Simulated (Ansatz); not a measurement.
Crystal: Sb.

```
Sb
1.0
     3.16000    0.00000    0.00000
     0.00000    3.16000    0.00000
     0.00000    0.00000    3.16000
Sb
1
Direct
  0.00000 0.00000 0.00000
```

This isn't the form of Sb at room conditions, which is rhombohedral.

Program: Ansatz 0.2.0. Alike in all runs: cell as given.

Question: Order these runs on this cell by their pressure, lowest first.
A. level PBE0+D3(BJ)-ATM; potentials or basis Ansatz PAW earlier set; spin collinear, ferromagnetic start; k mesh 5 × 5 × 5; cutoff (eV) 430; smearing gaussian 0.02 eV; mesh quality coarse
B. level rPW86-PBE+rVV10; potentials or basis Ansatz PAW; spin SOC, no magnetisation; k mesh 8 × 8 × 8; cutoff (eV) 420; smearing fermi-dirac 0.1 eV; other keys scf.mixing.preconditioner = local_kerker; …; mesh quality not flagged
C. level PBE; potentials or basis Ansatz PAW; spin off; k mesh 8 × 8 × 8; cutoff (eV) 420; smearing fermi-dirac 0.05 eV; mesh quality not flagged

Answer: A (-7.0 GPa), C (-2.3 GPa), B (-0.3 GPa).

Caveats: some runs use coarse meshes; pairwise dispersion overbinds metals, which lowers pressure and volume (some runs); the PAW data sets come from PBE, with cores solved anew for the run's functional, which leaves a small shift of forces and pressure (some runs); the thresholds are loose for stress (some runs).
